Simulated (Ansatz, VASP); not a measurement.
# Cross-check of GaAs between VASP and Ansatz

Wanted: the spread between two codes on one cell, functional and k mesh. The cell is taken from a series of VASP runs on this material, whose earlier steps may have relaxed, scaled or displaced it; both programs get it as it stands.

Calculated with Ansatz 0.2.0; plane waves, with VASP 6.6.1 beside it; relaxation of cell and atoms at r2SCAN with rVV10.

## (1) The starting structure

The structure is cubic, space group F-43m (No. 216). Conventional cell: a = 5.649 Å, b = 5.649 Å, c = 5.649 Å, α = 90.00°, β = 90.00°, γ = 90.00°. Nearest to As lie 4 Ga at 2.45 Å. Nearest to Ga lie 4 As at 2.45 Å. Farther neighbours are not listed.

As a file:

```xyz
2
Lattice="0.0000 2.8245 2.8245 2.8245 0.0000 2.8245 2.8245 2.8245 0.0000" Properties=species:S:1:pos:R:3 pbc="T T T"
As    4.2368    4.2368    4.2368
Ga    0.0000    0.0000    0.0000
```

## (2) VASP: relaxation of cell and atoms, r2SCAN with rVV10

The relaxed volume is the usual yardstick between codes: its relative difference is about their pressure difference at one cell divided by the bulk modulus.

Lines of VASP's logs that name or quote its potential files are left out, and so is its time.

File INCAR:

```
SYSTEM = GaAs
PREC = Accurate
ENCUT = 450
EDIFF = 1E-06
NELM = 100
ISMEAR = 0
SIGMA = 0.03
LREAL = .FALSE.
ALGO = Normal
METAGGA = R2SCAN
LUSE_VDW = .TRUE.
IVDW_NL = 2
BPARAM = 11.95
CPARAM = 0.0093
LASPH = .TRUE.
NBANDS = 15
LORBIT = 11
LWAVE = .FALSE.
LCHARG = .FALSE.
KPAR = 8
IBRION = 2
NSW = 50
ISIF = 3
EDIFFG = -0.006
```

File POSCAR:

```
GaAs
1.0
    0.0000000000      2.8245425014      2.8245425014
    2.8245425014      0.0000000000      2.8245425014
    2.8245425014      2.8245425014      0.0000000000
As Ga
1 1
Direct
    0.7500000000      0.7500000000      0.7500000000
    0.0000000000      0.0000000000      0.0000000000
```

File KPOINTS:

```
Automatic mesh
0
Gamma
6 6 6
0 0 0
```

The projector-augmented-wave data sets are As and Ga_d (PBE family, release 64).

Launch:

```bash
$ mpirun -np 8 vasp_std
```

Numbers of over 12 decimals in the logs are rounded to 6 here.

Output:

```text
[banner, memory and clock lines left out]
running    8 mpi-ranks, on    1 nodes
 distrk:  each k-point on    1 cores,    8 groups
 distr:  one band on    1 cores,    1 groups

 POSCAR found type information on POSCAR AsGa
 POSCAR found :  2 types and       2 ions
|                                                                             |
|           W    W    AA    RRRRR   N    N  II  N    N   GGGG   !!!           |
|           W    W   A  A   R    R  NN   N  II  NN   N  G    G  !!!           |
|           W    W  A    A  R    R  N N  N  II  N N  N  G       !!!           |
|           W WW W  AAAAAA  RRRRR   N  N N  II  N  N N  G  GGG   !            |
|           WW  WW  A    A  R   R   N   NN  II  N   NN  G    G                |
|           W    W  A    A  R    R  N    N  II  N    N   GGGG   !!!           |
|                                                                             |
|     For optimal performance we recommend to set                             |
|       NCORE = 2 up to number-of-cores-per-socket                            |
|     NCORE specifies how many cores store one orbital (NPAR=cpu/NCORE).      |
|     This setting can greatly improve the performance of VASP for DFT.       |
|     The default, NCORE=1 might be grossly inefficient on modern             |
|     multi-core architectures or massively parallel machines. Do your        |
|     Unfortunately you need to use the default for GW and RPA                |
|     calculations (for HF NCORE is supported but not extensively tested      |
|     yet).                                                                   |
|                                                                             |

|                                                                             |
|               ----> ADVICE to this user running VASP <----                  |
|                                                                             |
|     You have switched on vdW-DFT.                                           |
|     This routine was written and supplied by Jiri Klimes. We recommend      |
|     that you carefully read and cite the following publications:            |
|       J. Klimes, D.R. Bowler, A. Michelides                                 |
|          J. Phys.: Cond Matt. 22 022201 (2010)                              |
|       J. Klimes, D.R. Bowler, A. Michelides                                 |
|          Phys. Rev. B. 83, 195131 (2011)                                    |
|     and references therein.                                                 |
|                                                                             |

|                                                                             |
|               ----> ADVICE to this user running VASP <----                  |
|                                                                             |
|     You enforced a specific xc type in the INCAR file but a different       |
|     [... a line on the potential file left out ...]
|     I HOPE YOU KNOW WHAT YOU ARE DOING!                                     |
|                                                                             |

 LDA part: xc-table for (None), standard interpolation
 POSCAR, INCAR and KPOINTS ok, starting setup
 FFT: planning ... GRIDC
 FFT: planning ... GRID_SOFT
 FFT: planning ... GRID
 WAVECAR not read
 entering main loop
       N       E                     dE             d eps       ncg     rms          rms(c)
Total rVV10 correction in eV:      0.5275670    21.2593024
Total rVV10 correction in eV:      0.5275670    21.2593024
Total rVV10 correction in eV:      0.5275670    21.2593024
Total rVV10 correction in eV:      0.5275670    21.2593024
Total rVV10 correction in eV:      0.5275670    21.2593024
Total rVV10 correction in eV:      0.5275670    21.2593024
Total rVV10 correction in eV:      0.5275670    21.2593024
Total rVV10 correction in eV:      0.5275670    21.2593024
DAV:   1     0.614969374289E+02    0.61497E+02   -0.88328E+03   496   0.157E+03
DAV:   2    -0.222318285005E+02   -0.83729E+02   -0.80144E+02   550   0.310E+02
DAV:   3    -0.284669658531E+02   -0.62351E+01   -0.62133E+01   578   0.680E+01
DAV:   4    -0.285661427313E+02   -0.99177E-01   -0.99163E-01   571   0.979E+00
DAV:   5    -0.285674670202E+02   -0.13243E-02   -0.13243E-02   592   0.102E+00    0.319E+00
Total rVV10 correction in eV:      0.5339161    21.2593008
Total rVV10 correction in eV:      0.5339161    21.2593008
Total rVV10 correction in eV:      0.5339161    21.2593008
Total rVV10 correction in eV:      0.5339161    21.2593008
Total rVV10 correction in eV:      0.5339161    21.2593008
Total rVV10 correction in eV:      0.5339161    21.2593008
Total rVV10 correction in eV:      0.5339161    21.2593008
Total rVV10 correction in eV:      0.5339161    21.2593008
DAV:   6    -0.264897265907E+02    0.20777E+01   -0.52531E-01   557   0.141E+01    0.192E+00
Total rVV10 correction in eV:      0.5438969    21.2593008
Total rVV10 correction in eV:      0.5438969    21.2593008
Total rVV10 correction in eV:      0.5438969    21.2593008
Total rVV10 correction in eV:      0.5438969    21.2593008
Total rVV10 correction in eV:      0.5438969    21.2593008
Total rVV10 correction in eV:      0.5438969    21.2593008
Total rVV10 correction in eV:      0.5438969    21.2593008
Total rVV10 correction in eV:      0.5438969    21.2593008
DAV:   7    -0.264802390805E+02    0.94875E-02   -0.16999E-01   557   0.354E+00    0.869E-01
Total rVV10 correction in eV:      0.5480400    21.2593008
Total rVV10 correction in eV:      0.5480400    21.2593008
Total rVV10 correction in eV:      0.5480400    21.2593008
Total rVV10 correction in eV:      0.5480400    21.2593008
Total rVV10 correction in eV:      0.5480400    21.2593008
Total rVV10 correction in eV:      0.5480400    21.2593008
Total rVV10 correction in eV:      0.5480400    21.2593008
Total rVV10 correction in eV:      0.5480400    21.2593008
DAV:   8    -0.264831461664E+02   -0.29071E-02   -0.81769E-03   557   0.755E-01    0.322E-01
Total rVV10 correction in eV:      0.5499832    21.2593008
Total rVV10 correction in eV:      0.5499832    21.2593008
Total rVV10 correction in eV:      0.5499832    21.2593008
Total rVV10 correction in eV:      0.5499832    21.2593008
Total rVV10 correction in eV:      0.5499832    21.2593008
Total rVV10 correction in eV:      0.5499832    21.2593008
Total rVV10 correction in eV:      0.5499832    21.2593008
Total rVV10 correction in eV:      0.5499832    21.2593008
DAV:   9    -0.264833939100E+02   -0.24774E-03   -0.13533E-03   566   0.424E-01    0.451E-02
Total rVV10 correction in eV:      0.5500976    21.2593008
Total rVV10 correction in eV:      0.5500976    21.2593008
Total rVV10 correction in eV:      0.5500976    21.2593008
Total rVV10 correction in eV:      0.5500976    21.2593008
Total rVV10 correction in eV:      0.5500976    21.2593008
Total rVV10 correction in eV:      0.5500976    21.2593008
Total rVV10 correction in eV:      0.5500976    21.2593008
Total rVV10 correction in eV:      0.5500976    21.2593008
DAV:  10    -0.264833973021E+02   -0.33922E-05   -0.11254E-04   564   0.771E-02    0.232E-02
Total rVV10 correction in eV:      0.5503808    21.2593008
Total rVV10 correction in eV:      0.5503808    21.2593008
Total rVV10 correction in eV:      0.5503808    21.2593008
Total rVV10 correction in eV:      0.5503808    21.2593008
Total rVV10 correction in eV:      0.5503808    21.2593008
Total rVV10 correction in eV:      0.5503808    21.2593008
Total rVV10 correction in eV:      0.5503808    21.2593008
Total rVV10 correction in eV:      0.5503808    21.2593008
DAV:  11    -0.264833911587E+02    0.61434E-05   -0.12310E-05   585   0.271E-02    0.242E-03
Total rVV10 correction in eV:      0.5503815    21.2593008
Total rVV10 correction in eV:      0.5503815    21.2593008
Total rVV10 correction in eV:      0.5503815    21.2593008
Total rVV10 correction in eV:      0.5503815    21.2593008
Total rVV10 correction in eV:      0.5503815    21.2593008
Total rVV10 correction in eV:      0.5503815    21.2593008
Total rVV10 correction in eV:      0.5503815    21.2593008
Total rVV10 correction in eV:      0.5503815    21.2593008
DAV:  12    -0.264833903186E+02    0.84018E-06   -0.38830E-07   457   0.962E-03
Total rVV10 correction in eV:      0.5503774    21.2593008
Total rVV10 correction in eV:      0.5503774    21.2593008
Total rVV10 correction in eV:      0.5503774    21.2593008
Total rVV10 correction in eV:      0.5503774    21.2593008
Total rVV10 correction in eV:      0.5503774    21.2593008
Total rVV10 correction in eV:      0.5503774    21.2593008
Total rVV10 correction in eV:      0.5503774    21.2593008
Total rVV10 correction in eV:      0.5503774    21.2593008
Total rVV10 correction in eV:      0.5503807    21.2593008
Total rVV10 correction in eV:      0.5503807    21.2593008
Total rVV10 correction in eV:      0.5503807    21.2593008
Total rVV10 correction in eV:      0.5503807    21.2593008
Total rVV10 correction in eV:      0.5503807    21.2593008
Total rVV10 correction in eV:      0.5503807    21.2593008
Total rVV10 correction in eV:      0.5503807    21.2593008
Total rVV10 correction in eV:      0.5503807    21.2593008
   1 F= -.26483390E+02 E0= -.26483390E+02  d E =-.264834E+02
 curvature:   0.00 expect dE= 0.000E+00 dE for cont linesearch  0.000E+00
 trial: gam= 0.00000 g(F)=  0.399E-42 g(S)=  0.859E-06 ort = 0.000E+00 (trialstep = 0.100E+01)
 search vector abs. value=  0.859E-06
 reached required accuracy - stopping structural energy minimisation
```

Parts of OUTCAR (step 2):

```text
ion  position               nearest neighbor table
   1  0.750  0.750  0.750-   2 2.45   2 2.45   2 2.45   2 2.45
   2  0.000  0.000  0.000-   1 2.45   1 2.45   1 2.45   1 2.45

  LATTYP: Found a face centered cubic cell.
 ALAT       =     5.6490850028

 Subroutine GETGRP returns: Found 24 space group operations
 (whereof 24 operations were pure point group operations)

The static configuration has the point symmetry T_d .

 Found     16 irreducible k-points:

   k-points           NKPTS =     16   k-points in BZ     NKDIM =     16   number of bands    NBANDS=     15

   dimension x,y,z NGX =    28 NGY =   28 NGZ =   28
   dimension x,y,z NGXF=    56 NGYF=   56 NGZF=   56

   ENCUT  =  450.0 eV  33.07 Ry    5.75 a.u.   6.91  6.91  6.91*2*pi/ulx,y,z

   NELECT =      18.0000    total number of electrons

 k-points in reciprocal lattice and weights: Automatic mesh
   0.00000000  0.00000000  0.00000000       0.005
   0.16666667  0.00000000  0.00000000       0.037
   0.33333333  0.00000000  0.00000000       0.037
   0.50000000  0.00000000  0.00000000       0.019
   0.16666667  0.16666667  0.00000000       0.028
   0.33333333  0.16666667  0.00000000       0.111
   0.50000000  0.16666667  0.00000000       0.111
  -0.33333333  0.16666667  0.00000000       0.111
  -0.16666667  0.16666667  0.00000000       0.056
[...]
-0.33333333  0.33333333  0.16666667       0.111
  -0.33333333  0.50000000  0.16666667       0.056

 average (electrostatic) potential at core
       1 -54.8936       2 -71.2277

 E-fermi :   3.9011

 k-point     1 :       0.0000    0.0000    0.0000
  band No.  band energies     occupation
    ...
      5     -11.4445      2.00000
      6      -9.5361      2.00000
      7       3.7008      2.00000
      8       3.7008      2.00000
      9       3.7008      2.00000
     10       4.7021      0.00000
     11       7.7230      0.00000
     12       7.7231      0.00000
     13       7.7231      0.00000
     14      11.8537      0.00000
    ...

 k-point     2 :       0.1667    0.0000    0.0000
  band No.  band energies     occupation
    ...
      5     -11.4447      2.00000
      6      -9.1963      2.00000
      7       0.9948      2.00000
      8       3.3059      2.00000
      9       3.3059      2.00000
     10       5.7085      0.00000
     11       8.2944      0.00000
     12       8.2945      0.00000
     13       8.7781      0.00000
     14      13.2260      0.00000
    ...

 k-point     3 :       0.3333    0.0000    0.0000
  band No.  band energies     occupation
    ...
      5     -11.4428      2.00000
      6      -8.3216      2.00000
      7      -1.8175      2.00000
      8       2.7348      2.00000
      9       2.7349      2.00000
     10       5.2648      0.00000
     11       8.7270      0.00000
     12       8.7271      0.00000
     13      11.4496      0.00000
     14      13.0254      0.00000
    ...

  Total        0.0034460      0.0034460      0.0034460      0.0000000      0.0000000     -0.0000000
  in kB        0.1225035      0.1225035      0.1225035      0.0000000      0.0000000     -0.0000000
  external PRESSURE =       0.1225035 kB  Pullay stress =       0.0000000 kB

  energy-cutoff  :      450.00
  volume of cell :       45.07
      direct lattice vectors                 reciprocal lattice vectors
     0.000000000  2.824542501  2.824542501    -0.177019818  0.177019818  0.177019818
     2.824542501  0.000000000  2.824542501     0.177019818 -0.177019818  0.177019818
     2.824542501  2.824542501  0.000000000     0.177019818  0.177019818 -0.177019818

 POSITION                                       TOTAL-FORCE (eV/Angst)
 -----------------------------------------------------------------------------------
      4.23681      4.23681      4.23681        -0.000000     -0.000000     -0.000000
      0.00000      0.00000      0.00000         0.000000      0.000000      0.000000
 -----------------------------------------------------------------------------------
    total drift:                                0.000012      0.000012      0.000012

  FREE ENERGIE OF THE ION-ELECTRON SYSTEM (eV)
  ---------------------------------------------------
  free  energy   TOTEN  =       -26.4833903186 eV

  energy  without entropy=      -26.4833903186  energy(sigma->0) =      -26.48339032

 reached required accuracy - stopping structural energy minimisation

 total charge
# of ion       s       p       d       tot
------------------------------------------
    1        1.200   1.642   0.032   2.874
    2        0.843   0.799  10.000  11.642
--------------------------------------------------
tot          2.043   2.441  10.032  14.516

[... 3 further parts left out ...]
```

CONTCAR:

```
GaAs
   1.00000000000000
     0.0000000000000000    2.8245425013999998    2.8245425013999998
     2.8245425013999998    0.0000000000000000    2.8245425013999998
     2.8245425013999998    2.8245425013999998    0.0000000000000000
  As              Ga
     1     1
Direct
     0.7500000000000000    0.7500000000000000    0.7500000000000000
     0.0000000000000000    0.0000000000000000    0.0000000000000000
```

(Continued in part 2 of 2.)

[Lines on the potential files, build, host, timing and source positions are cut from VASP's logs without a mark.]

[Logs are printed without paths, hosts, clocks, repeated set-up lines and the standing remarks that a program may print on its own settings, such as how far it seeks lower states.]

[Hosts, paths, dates, database ids (printed as entryN), source tags and the programs' standing remarks are cut or masked in the printed files.]
